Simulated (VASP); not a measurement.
A run of VASP 6.6.1:

Contents of INCAR:

```
SYSTEM = MnO
ALGO     = Normal         ! electronic algorithm
EDIFF    = 1E-6           ! SCF threshold, eV
ENCUT    = 520            ! plane-wave cutoff, eV
GGA      = PE             ! functional
ISIF     = 2              ! what is computed and relaxed
ISMEAR   = 0              ! smearing method
ISPIN    = 2              ! spin polarisation
LASPH    = .TRUE.         ! aspherical terms in the spheres
LCHARG   = .FALSE.        ! write CHGCAR
LMAXMIX  = 4              ! l up to which the mixer works
LORBIT   = 11             ! projections on sites
LREAL    = .FALSE.        ! projectors in reciprocal space
LWAVE    = .FALSE.        ! write WAVECAR
MAGMOM   = 5 -5 0 0       ! initial moments
NBANDS   = 31             ! bands
NELM     = 150            ! most SCF steps
PREC     = Accurate       ! precision mode
SIGMA    = 0.05           ! smearing width, eV
```

File KPOINTS:

```
k-points
0
G
  6 6 4
  0 0 0
```

Contents of POSCAR:

```
MnO
1.0
    3.3717001900      0.0000000000      0.0000000000
   -1.6858500900      2.9199780200      0.0000000000
    0.0000000000      0.0000000000      5.3854988200
Mn O
2 2
Direct
    0.3333333333      0.6666666667      0.0109600000
    0.6666666667      0.3333333333      0.5109600000
    0.3333333333      0.6666666667      0.3754700000
    0.6666666667      0.3333333333      0.8754700000
```

Potentials or basis: VASP PAW PBE potentials, release 64 (Mn_pv, O).

Run with:

```console
$ cat potpaw_PBE.64/Mn_pv/POTCAR potpaw_PBE.64/O/POTCAR > POTCAR
$ mpirun -np 1 vasp_std > vasp.out
```

Hardware: 1 thread of Intel(R) Xeon(R) Platinum 8259CL CPU @ 2.50GHz (Skylake/Cascade Lake) (shared host).

Q: Estimate the wall time of this run.

A: It took 62 s on 1 thread of Intel(R) Xeon(R) Platinum 8259CL CPU @ 2.50GHz (Skylake/Cascade Lake), with other jobs on the host, peak memory 0.22 GiB. Counts: scf iterations 15, k points 21.
